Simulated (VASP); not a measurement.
Calculation: r2SCAN meta-GGA, VASP's PBE PAW potentials (set 64) (plane waves; VASP).

The input files of a VASP run:

### INCAR
```
! general
SYSTEM =GeO2
PREC   =Accurate
ENCUT  =520   ! plane-wave cut-off (eV)
LREAL  =.False.   ! projection in real space or not
LASPH  =.True.
NBANDS =93

! electronic loop
EDIFF  =1E-7   ! SCF stop (eV)
NELM   =100   ! most electronic steps
ALGO   =Normal   ! blocked Davidson
LMAXMIX=4   ! l cut-off of mixed one-centre charges
LMIXTAU=.True.

! smearing
ISMEAR =0
SIGMA  =0.01   ! width (eV)

! functional
METAGGA=R2SCAN

! output
LWAVE  =.False.
LCHARG =.False.
NEDOS  =1001

! other
LOPTICS=.True.
LPEAD  =.True.
CSHIFT =0.1
```

POSCAR:
```
GeO2
1
    4.4154776802    -0.0000000000     0.0000000000
   -0.0000000000     4.4154776802     0.0000000000
    0.0000000000     0.0000000000     2.8773553274
Ge O
2 4
Direct
  0.0000000000   0.0000000000   0.0000000000
  0.5000000000   0.5000000000   0.5000000000
  0.3057857422   0.3057857422   1.0000000000
  0.8057857422   0.1942142578   0.5000000000
  0.1942142578   0.8057857422   0.5000000000
  0.6942142578   0.6942142578   0.0000000000
```

### KPOINTS
```
Automatic mesh
0
Gamma
7 7 10
0 0 0
```

POTCAR, in this order: Ge_d O (PBE.64 set). Program: vasp_std.

Output

### OSZICAR
```
       N       E                     dE             d eps       ncg     rms          rms(c)
DAV:   1     0.520284552529E+03    0.52028E+03   -0.16871E+04 18240   0.153E+03
DAV:   2     0.974311948059E+01   -0.51054E+03   -0.43740E+03 11568   0.459E+02
DAV:   3    -0.766626261486E+02   -0.86406E+02   -0.84409E+02 12536   0.984E+01
DAV:   4    -0.792599741637E+02   -0.25973E+01   -0.25913E+01 12840   0.171E+01
DAV:   5    -0.792750082622E+02   -0.15034E-01   -0.15033E-01 12784   0.132E+00    0.137E+01
DAV:   6    -0.649878861126E+02    0.14287E+02   -0.52764E-01 16031   0.304E+01    0.454E+00
DAV:   7    -0.619603350893E+02    0.30276E+01   -0.13806E+00 12984   0.490E+00    0.274E+00
DAV:   8    -0.685921179848E+02   -0.66318E+01   -0.67033E-01 12745   0.522E+00    0.139E+00
DAV:   9    -0.622757111691E+02    0.63164E+01   -0.32947E-01 11894   0.303E+00    0.203E-01
DAV:  10    -0.626443936503E+02   -0.36868E+00   -0.10466E-01 11345   0.120E+00    0.139E-01
DAV:  11    -0.626448564361E+02   -0.46279E-03   -0.68044E-03 12680   0.272E-01    0.100E-01
DAV:  12    -0.626466274435E+02   -0.17710E-02   -0.72958E-04 12468   0.111E-01    0.101E-01
DAV:  13    -0.626551132566E+02   -0.84858E-02   -0.19228E-03 11849   0.184E-01    0.349E-02
DAV:  14    -0.626553528625E+02   -0.23961E-03   -0.23176E-04 12923   0.612E-02    0.208E-02
DAV:  15    -0.626552787793E+02    0.74083E-04   -0.16416E-05 12610   0.200E-02    0.256E-02
DAV:  16    -0.626555239538E+02   -0.24517E-03   -0.23660E-05 12992   0.498E-02    0.106E-02
DAV:  17    -0.626555677877E+02   -0.43834E-04   -0.89920E-06 13430   0.136E-02    0.664E-03
DAV:  18    -0.626555704311E+02   -0.26433E-05   -0.10175E-06 12734   0.347E-03    0.595E-03
DAV:  19    -0.626555697996E+02    0.63144E-06   -0.17294E-07 11445   0.214E-03    0.232E-03
DAV:  20    -0.626555697639E+02    0.35755E-07   -0.11207E-07 11342   0.198E-03
   1 F= -.62655570E+02 E0= -.62655570E+02  d E =-.374153E-28
 imaginary and real dielectric function
```

### OUTCAR
```
------------------------ aborting loop because EDIFF is reached ----------------------------------------
  FORCE on cell =-STRESS in cart. coord.  units (eV):
  Direction    XX          YY          ZZ          XY          YZ          ZX
  --------------------------------------------------------------------------------------
  Total       -0.0645876     -0.0645876     -0.0128071      0.0000000      0.0000000      0.0000000
  in kB       -1.8446359     -1.8446359     -0.3657749      0.0000000      0.0000000      0.0000000
  external PRESSURE =      -1.3516822 kB  Pullay stress =       0.0000000 kB
  volume of cell :       56.10
      direct lattice vectors                 reciprocal lattice vectors
     4.415477680  0.000000000  0.000000000     0.226476063  0.000000000  0.000000000
     0.000000000  4.415477680  0.000000000     0.000000000  0.226476063  0.000000000
     0.000000000  0.000000000  2.877355327     0.000000000  0.000000000  0.347541366
 POSITION                                       TOTAL-FORCE (eV/Angst)
 -----------------------------------------------------------------------------------
      0.00000      0.00000      0.00000        -0.000000      0.000000      0.000000
      2.20774      2.20774      1.43868        -0.000000      0.000000      0.000000
      1.35019      1.35019      0.00000         0.008492      0.008492     -0.000000
      3.55793      0.85755      1.43868         0.008492     -0.008492      0.000000
      0.85755      3.55793      1.43868        -0.008492      0.008492      0.000000
      3.06529      3.06529      0.00000        -0.008492     -0.008492      0.000000
 -----------------------------------------------------------------------------------
    total drift:                                0.000000      0.000000      0.000000
  FREE ENERGIE OF THE ION-ELECTRON SYSTEM (eV)
  ---------------------------------------------------
  free  energy   TOTEN  =       -62.6555697639 eV

  energy  without entropy=      -62.6555697639  energy(sigma->0) =      -62.65556976

 plasma frequency squared (from intraband transitions) (eV^2)
  --------------------------------------------------------------------------------------
       0.000       0.000       0.000
       0.000       0.000       0.000
       0.000       0.000       0.000

 plasma frequency squared (from interband transitions, int dw w eps(2)(w)) (eV^2)
  --------------------------------------------------------------------------------------
     745.555       0.000      -0.000       0.000       0.000       0.000
      -0.000      -0.000     745.555       0.000       0.000       0.000
       0.000       0.000       0.000       0.000     748.079       0.000
```
(Selected blocks of OUTCAR.)

The dielectric response may not be converged in the k-mesh; for small gaps it tends to come out too large.

The compound is GeO2 in the rutile structure. It was relaxed first.
